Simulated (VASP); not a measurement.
# AlAu2 (I4/mmm) in VASP: reference runs

Aim: a first look at AlAu2 with PBEsol, on the cell as given and on a disturbed one.

All numbers are computed with VASP 6.6.1; they aren't measurements. Logs are shortened: lines on timing, memory, paths and dates and some standing lists are left out, and cuts for length are marked.

**1. Starting point**

Symmetry: I4/mmm, No. 139, tetragonal system. The conventional cell has a = 3.343 Å, b = 3.343 Å, c = 8.798 Å, α = 90.00°, β = 90.00°, γ = 90.00°. Au (site symmetry 4mm) is surrounded by 5 Al at 2.73 to 3.02 Å and 5 Au at 2.75 to 2.88 Å. Around Al (site symmetry 4/mmm) lie 10 Au at 2.73 to 3.02 Å.

The cell comes from a database or a generator and needn't be the stable form of this composition.

**2. Single point, PBEsol**

Contents of INCAR:

```
SYSTEM = AlAu2
  PREC = Accurate
  ENCUT = 520
  EDIFF = 1E-7
  ISMEAR = -1
  SIGMA = 0.05
  LREAL = .FALSE.
  LASPH = .TRUE.
  NELM = 100
  ALGO = Normal
  ISIF = 2
  LWAVE = .FALSE.
  LCHARG = .TRUE.
  GGA = PS
  LELF = .TRUE.
  LVHAR = .TRUE.
  NBANDS = 20
```

Contents of KPOINTS:

```
Automatic mesh
0
G
  11 11 11
  0 0 0
```

Contents of POSCAR:

```
AlAu2
1.0
   -1.6715144750      1.6715144750      4.3990752400
    1.6715144750     -1.6715144750      4.3990752400
    1.6715144750      1.6715144750     -4.3990752400
Au Al
2 1
Direct
    0.3437272000      0.3437272000      0.0000000000
    0.6562728000      0.6562728000      0.0000000000
    0.0000000000      0.0000000000      0.0000000000
```

Potentials or basis: VASP PAW PBE potentials, release 64 (Au, Al).

The run is started by

```
$ cat potpaw_PBE.64/Au/POTCAR potpaw_PBE.64/Al/POTCAR > POTCAR
$ mpirun -np 1 vasp_std > vasp.out
```

OUTCAR:

```text
SYSTEM = AlAu2
   PREC = Accurate
   ENCUT = 520
   EDIFF = 1E-7
   ISMEAR = -1
   LREAL = .FALSE.
   LASPH = .TRUE.
   NELM = 100
   ISIF = 2
   GGA = PS

 ion  position               nearest neighbor table
   1  0.344  0.344  0.000-   3 2.73   3 2.73   3 2.73   3 2.73   2 2.75   2 2.88   2 2.88   2 2.88
                             2 2.88   3 3.02
   2  0.656  0.656  0.000-   3 2.73   3 2.73   3 2.73   3 2.73   1 2.75   1 2.88   1 2.88   1 2.88
                             1 2.88   3 3.02
   3  0.000  0.000  0.000-   2 2.73   2 2.73   2 2.73   1 2.73   2 2.73   1 2.73   1 2.73   1 2.73
                             1 3.02   2 3.02

  LATTYP: Found a body centered tetragonal cell.
 ALAT       =     3.3430289500
 C/A-ratio  =     2.6317900956

  Lattice vectors:

 A1 = (  -1.6715144750,   1.6715144750,   4.3990752400)
 A2 = (   1.6715144750,  -1.6715144750,   4.3990752400)
 A3 = (   1.6715144750,   1.6715144750,  -4.3990752400)

Analysis of symmetry for initial positions (statically):
=====================================================================
 Subroutine PRICEL returns:
 Original cell was already a primitive cell.

 Routine SETGRP: Setting up the symmetry group for a
 body centered tetragonal supercell.

 Subroutine GETGRP returns: Found 16 space group operations
 (whereof 16 operations were pure point group operations)
 out of a pool of 16 trial point group operations.

The static configuration has the point symmetry D_4h.

Analysis of symmetry for dynamics (positions and initial velocities):
=====================================================================
 Subroutine PRICEL returns:
 Original cell was already a primitive cell.

 Routine SETGRP: Setting up the symmetry group for a
 body centered tetragonal supercell.

 Subroutine GETGRP returns: Found 16 space group operations
 (whereof 16 operations were pure point group operations)
 out of a pool of 16 trial point group operations.

The dynamic configuration has the point symmetry D_4h.

 Subroutine INISYM returns: Found 16 space group operations
 (whereof 16 operations are pure point group operations),
 and found     1 'primitive' translations

----------------------------------------------------------------------------------------

                                     Primitive cell

  volume of cell :      49.1634

  direct lattice vectors                    reciprocal lattice vectors
    -1.671514475  1.671514475  4.399075240     0.000000000  0.299129925  0.113660252
     1.671514475 -1.671514475  4.399075240     0.299129925  0.000000000  0.113660252
     1.671514475  1.671514475 -4.399075240     0.299129925  0.299129925  0.000000000

  length of vectors
     4.993974794  4.993974794  4.993974794     0.319995883  0.319995883  0.423033597

  position of ions in fractional coordinates (direct lattice)
     0.343727200  0.343727200  0.000000000
     0.656272800  0.656272800  0.000000000
     0.000000000  0.000000000  0.000000000

  ion indices of the primitive-cell ions
   primitive index   ion index
                 1           1
                 2           2
                 3           3

----------------------------------------------------------------------------------------

 KPOINTS: Automatic mesh

Automatic generation of k-mesh.
 Grid dimensions read from file:
 generate k-points for:   11   11   11

 Generating k-lattice:

  Cartesian coordinates                     Fractional coordinates (reciprocal lattice)
     0.000000000  0.027193630  0.010332750     0.090909091  0.000000000  0.000000000
     0.027193630  0.000000000  0.010332750     0.000000000  0.090909091  0.000000000
     0.027193630  0.027193630  0.000000000     0.000000000  0.000000000  0.090909091

  Length of vectors
     0.029090535  0.029090535  0.038457600

  Shift w.r.t. Gamma in fractional coordinates (k-lattice)
     0.000000000  0.000000000  0.000000000

 Subroutine IBZKPT returns following result:
 ===========================================

 Found    126 irreducible k-points:

 Following reciprocal coordinates:
            Coordinates               Weight
  0.000000  0.000000  0.000000      1.000000
  0.090909  0.000000  0.000000      8.000000
  0.181818  0.000000 -0.000000      8.000000
  0.272727  0.000000 -0.000000      8.000000
  0.363636  0.000000 -0.000000      8.000000
  0.454545  0.000000 -0.000000      8.000000
[... 16 lines left out ...]
 -0.272727  0.181818 -0.000000     16.000000
 -0.181818  0.181818  0.000000      4.000000
 [... further k-points ...]
   k-points           NKPTS =    126   k-points in BZ     NKDIM =    126   number of bands    NBANDS=     20
   number of dos      NEDOS =    301   number of ions     NIONS =      3
   total plane-waves  NPLWV =  64000
   dimension x,y,z NGX =    40 NGY =   40 NGZ =   40
   dimension x,y,z NGXF=    80 NGYF=   80 NGZF=   80
   ions per type =               2   1
   NGX,Y,Z   is equivalent  to a cutoff of  13.32, 13.32, 13.32 a.u.
   NGXF,Y,Z  is equivalent  to a cutoff of  26.63, 26.63, 26.63 a.u.
 SYSTEM =  AlAu2
   PREC   = accura    normal or accurate (medium, high low for compatibility)
   ISTART =      0    job   : 0-new  1-cont  2-samecut
   ICHARG =      2    charge: 1-file 2-atom 10-const
   ISPIN  =      1    spin polarized calculation?
   LNONCOLLINEAR =      F non collinear calculations
   LSORBIT =      F    spin-orbit coupling
   LASPH  =      T    aspherical Exc in radial PAW
   ENCUT  =  520.0 eV  38.22 Ry    6.18 a.u.   9.29  9.29  9.29*2*pi/ulx,y,z
   NELM   =    100;   NELMIN=  2; NELMDL= -5     # of ELM steps
   EDIFF  = 0.1E-06   stopping-criterion for ELM
   LREAL  =      F    real-space projection
   EDIFFG = 0.1E-05   stopping-criterion for IOM
   NSW    =      0    number of steps for IOM
   IBRION =     -1    ionic relax: 0-MD 1-quasi-New 2-CG
   NFREE  =      0    steps in history (QN), initial steepest desc. (CG)
   ISIF   =      2    stress and relaxation
   ISYM   =      2    0-nonsym 1-usesym 2-fastsym
   POTIM  = 0.5000    time-step for ionic-motion
   TEBEG  =    0.0;   TEEND  =   0.0 temperature during run
   PSTRESS=    0.0 pullay stress
   NELECT =      25.0000    total number of electrons
   NUPDOWN=      -1.0000    fix difference up-down
   EMIN   =  10.00;   EMAX   =-10.00  energy-range for DOS
   EFERMI =   0.00;   METHOD = LEGACY
   ISMEAR =    -1;   SIGMA  =   0.05  broadening in eV -4-tet -1-fermi 0-gaus
   EFERMI_NEDOS =   21; number of points for ismear=-14 and -15
   IALGO  =     38    algorithm
   IMIX   =      4    mixing-type and parameters
     AMIX     =   0.40;   BMIX     =  1.00
     AMIX_MAG =   1.60;   BMIX_MAG =  1.00
  volume/ion in A,a.u.               =      16.39       110.59
  Fermi-wavevector in a.u.,A,eV,Ry     =   1.306695  2.469296 23.231298  1.707452
  Thomas-Fermi vector in A             =   2.437480
   LORBIT       =      0    0 simple, 1 ext, 2 COOP (PROOUT), +10 PAW based schemes
   GGA     = PS    functional components
   LHFCALC =     F    Hartree Fock is set to
   AEXX    =    0.0000 exact exchange contribution
   IVDW    =     0    specifies the selected vdW correction
   LEPSILON=     F    determine dielectric tensor
   LRPA    =     F    only Hartree local field effects (RPA)
 non-spin polarized calculation
  energy-cutoff  :      520.00
  volume of cell :       49.16
 maximum number of plane-waves:      1336
 NGX is ok and might be reduce to    40
   NGX = 19   NGY = 19   NGZ = 19

 number of electron      25.0000001 magnetization

 Free energy of the ion-electron system (eV)
  ---------------------------------------------------
  ext. energy  EPLUGINS =         0.00000000
  ---------------------------------------------------
  free energy    TOTEN  =       -13.00842714 eV

  energy without entropy =      -13.00219653  energy(sigma->0) =      -13.00531184

 E-fermi :   9.6024     XC(G=0): -12.1783

 val. band max:        9.5758678060   @ k =   0.4545   0.4545  -0.0000
 cond. band min:       9.6064343286   @ k =  -0.3636   0.2727   0.0000
 fundamental gap:      0.0305665226
 Fermi energy:         9.6024448879

 k-point     1 :       0.0000    0.0000    0.0000
  band No.  band energies     occupation
      1      -1.3581      2.00000
      2       2.8761      2.00000
      3       3.3070      2.00000
      4       4.1966      2.00000
      5       4.5303      2.00000
      6       4.5606      2.00000
[... 12 lines left out ...]
     19      16.8405      0.00000
     20      18.4144      0.00000

 k-point     2 :       0.0909    0.0000    0.0000
  band No.  band energies     occupation
      1      -1.2101      2.00000
      2       2.9245      2.00000
      3       3.3455      2.00000
      4       4.0638      2.00000
      5       4.3168      2.00000
      6       4.3693      2.00000
[... 12 lines left out ...]
     19      18.2089      0.00000
     20      19.6098      0.00000

 k-point     3 :       0.1818    0.0000   -0.0000
  band No.  band energies     occupation
      1      -0.7764      2.00000
      2       2.9674      2.00000
      3       3.4552      2.00000
      4       3.6486      2.00000
      5       4.0393      2.00000
      6       4.4315      2.00000
[... 12 lines left out ...]
     19      20.1538      0.00000
     20      20.8583      0.00000

 k-point     4 :       0.2727    0.0000   -0.0000
  band No.  band energies     occupation
      1      -0.0922      2.00000
      2       2.7742      2.00000
      3       3.2664      2.00000
      4       3.7544      2.00000
      5       3.8428      2.00000
      6       4.3511      2.00000
[... 429 lines left out ...]
 k-point    23 :      -0.2727    0.1818   -0.0000
  band No.  band energies     occupation
      1       0.1895      2.00000
      2       3.0686      2.00000
      3       3.5530      2.00000
      4       3.7086      2.00000
      5       3.9181      2.00000
      6       4.2465      2.00000
[... 12 lines left out ...]
     19      20.0184      0.00000
     20      22.0253      0.00000

 k-point    24 :      -0.1818    0.1818    0.0000
  band No.  band energies     occupation
      1      -0.3774      2.00000
      2       3.3910      2.00000
      3       3.4868      2.00000
      4       3.6154      2.00000
      5       3.8339      2.00000
      6       4.3488      2.00000
[... 12 lines left out ...]
     19      19.9950      0.00000
     20      20.2499      0.00000

 [... further k-points ...]

------------------------ aborting loop because EDIFF is reached ----------------------------------------

  FORCE on cell =-STRESS in cart. coord.  units (eV):
  Direction    XX          YY          ZZ          XY          YZ          ZX
  --------------------------------------------------------------------------------------
  -------------------------------------------------------------------------------------
  Total       -0.7786758     -0.7786758     -0.7691112      0.0000000      0.0000000      0.0000000
  in kB      -25.3761427    -25.3761427    -25.0644441      0.0000000      0.0000000      0.0000000
  external PRESSURE =     -25.2722431 kB  Pullay stress =       0.0000000 kB

 VOLUME and BASIS-vectors are now :
 -----------------------------------------------------------------------------
  energy-cutoff  :      520.00
  volume of cell :       49.16
      direct lattice vectors                 reciprocal lattice vectors
    -1.671514475  1.671514475  4.399075240     0.000000000  0.299129925  0.113660252
     1.671514475 -1.671514475  4.399075240     0.299129925  0.000000000  0.113660252
     1.671514475  1.671514475 -4.399075240     0.299129925  0.299129925  0.000000000

 POSITION                                       TOTAL-FORCE (eV/Angst)
 -----------------------------------------------------------------------------------
      0.00000      0.00000      3.02416        -0.000000     -0.000000     -0.056614
      0.00000      0.00000      5.77399        -0.000000     -0.000000      0.056614
      0.00000      0.00000      0.00000         0.000000      0.000000     -0.000000
 -----------------------------------------------------------------------------------
    total drift:                                0.000000      0.000000      0.000000

  FREE ENERGIE OF THE ION-ELECTRON SYSTEM (eV)
  ---------------------------------------------------
  free  energy   TOTEN  =       -13.0084271400 eV

  energy  without entropy=      -13.0021965303  energy(sigma->0) =      -13.00531184
```

It took 88 s on 1 thread of Intel Xeon 6975P-C (Granite Rapids), shared host; peak memory 0.31 GiB.

Results:

| Property | Result |
| --- | --- |
| Free energy | -13.0084 eV |
| Pressure | -2.5 GPa |
| Largest force | 0.057 eV/Å |
| Band gap on the k mesh | none (metal or under the smearing width) |

Forces in eV/Å, atoms in the order of the input:
```
Au   0.000  0.000 -0.057
Au   0.000  0.000  0.057
Al   0.000  0.000  0.000
```

Caveat: the PAW data sets were made with another functional, which shifts forces and pressure a little. The run has no spin-orbit coupling, so splittings on Au are missing.

**3. Single point, PBEsol (atoms moved at random, drawn with an rms of 0.05 Å)**

INCAR is that of step 2.

KPOINTS is that of step 2.

Contents of POSCAR:

```
AlAu2
1.0
   -1.6715144750      1.6715144750      4.3990752400
    1.6715144750     -1.6715144750      4.3990752400
    1.6715144750      1.6715144750     -4.3990752400
Au Al
2 1
Direct
    0.3393570000      0.3351060000     -0.0011560000
    0.6646230000      0.6462790000     -0.0043590000
   -0.0073550000     -0.0092370000     -0.0107130000
```

Potentials or basis: VASP PAW PBE potentials, release 64 (Au, Al).

The run is started by

```
$ cat potpaw_PBE.64/Au/POTCAR potpaw_PBE.64/Al/POTCAR > POTCAR
$ mpirun -np 1 vasp_std > vasp.out
```

OUTCAR:

```text
SYSTEM = AlAu2
   PREC = Accurate
   ENCUT = 520
   EDIFF = 1E-7
   ISMEAR = -1
   LREAL = .FALSE.
   LASPH = .TRUE.
   NELM = 100
   ISIF = 2
   GGA = PS

 ion  position               nearest neighbor table
   1  0.339  0.335  0.999-   3 2.73   3 2.74   3 2.75   3 2.77   2 2.81   2 2.82   2 2.84   2 2.85
                             2 2.87   3 3.00
   2  0.665  0.646  0.996-   3 2.72   3 2.74   3 2.77   3 2.79   1 2.81   1 2.82   1 2.84   1 2.85
                             1 2.87   3 2.99
   3  0.993  0.991  0.989-   2 2.72   1 2.73   2 2.74   1 2.74   1 2.75   2 2.77   1 2.77   2 2.79
                             2 2.99   1 3.00

  LATTYP: Found a body centered tetragonal cell.
 ALAT       =     3.3430289500
 C/A-ratio  =     2.6317900956

  Lattice vectors:

 A1 = (  -1.6715144750,   1.6715144750,   4.3990752400)
 A2 = (   1.6715144750,  -1.6715144750,   4.3990752400)
 A3 = (   1.6715144750,   1.6715144750,  -4.3990752400)

Analysis of symmetry for initial positions (statically):
=====================================================================
 Subroutine PRICEL returns:
 Original cell was already a primitive cell.

[... 171 lines left out ...]

 E-fermi :   9.6007     XC(G=0): -12.1793

 val. band max:        9.5910290236   @ k =  -0.0909   0.0909  -0.1818
 cond. band min:       9.6026108114   @ k =  -0.4545   0.2727   0.0909
 fundamental gap:      0.0115817878
 Fermi energy:         9.6007454427

 k-point     1 :       0.0000    0.0000    0.0000
  band No.  band energies     occupation
      1      -1.3411      2.00000
      2       2.8579      2.00000
      3       3.2098      2.00000
      4       4.2698      2.00000
      5       4.4827      2.00000
      6       4.6403      2.00000
[... 541 lines left out ...]
     19      18.3479      0.00000
     20      20.7774      0.00000

 [... further k-points ...]

------------------------ aborting loop because EDIFF is reached ----------------------------------------

  FORCE on cell =-STRESS in cart. coord.  units (eV):
  Direction    XX          YY          ZZ          XY          YZ          ZX
  --------------------------------------------------------------------------------------
  -------------------------------------------------------------------------------------
  Total       -0.5427215     -0.5433407     -1.2645451     -0.0112812      0.0713202     -0.1091419
  in kB      -17.6866645    -17.7068436    -41.2100608     -0.3676402      2.3242432     -3.5568086
  external PRESSURE =     -25.5345230 kB  Pullay stress =       0.0000000 kB

 VOLUME and BASIS-vectors are now :
 -----------------------------------------------------------------------------
  energy-cutoff  :      520.00
  volume of cell :       49.16
      direct lattice vectors                 reciprocal lattice vectors
    -1.671514475  1.671514475  4.399075240     0.000000000  0.299129925  0.113660252
     1.671514475 -1.671514475  4.399075240     0.299129925  0.000000000  0.113660252
     1.671514475  1.671514475 -4.399075240     0.299129925  0.299129925  0.000000000

 POSITION                                       TOTAL-FORCE (eV/Angst)
 -----------------------------------------------------------------------------------
      1.66248      1.67669     -1.42698        -0.092533      0.016246      0.424552
      1.63357      1.69489      1.38686         0.099051     -0.102617     -0.440106
      1.65046      1.65675      4.37321        -0.006518      0.086372      0.015554
 -----------------------------------------------------------------------------------
    total drift:                               -0.000007     -0.000017      0.000008

  FREE ENERGIE OF THE ION-ELECTRON SYSTEM (eV)
  ---------------------------------------------------
  free  energy   TOTEN  =       -12.9928662559 eV

  energy  without entropy=      -12.9865341962  energy(sigma->0) =      -12.98970023
```

Run time: 6.4 min. Hardware: 1 thread of Intel Xeon 6975P-C (Granite Rapids), shared host; peak memory 0.71 GiB.

What came out:

- Free energy: -12.9929 eV
- Pressure: -2.6 GPa
- Largest force: 0.463 eV/Å
- Band gap on the k mesh: none (metal or under the smearing width)

Forces in eV/Å, atoms in the order of the input:
```
Au  -0.093  0.016  0.425
Au   0.099 -0.103 -0.440
Al  -0.007  0.086  0.016
```

Levels at points of the mesh, in eV from the Fermi level:
```tsv
k point	band 9	band 10	band 11	band 12	band 13	band 14	band 15	band 16	band 17	band 18
(0.00, 0.00, 0.00)	-4.75	-4.75	-3.37	-1.04	0.93	5.92	5.92	6.61	6.63	7.02
```

Caveat: the PAW data sets were made with another functional, which shifts forces and pressure a little.
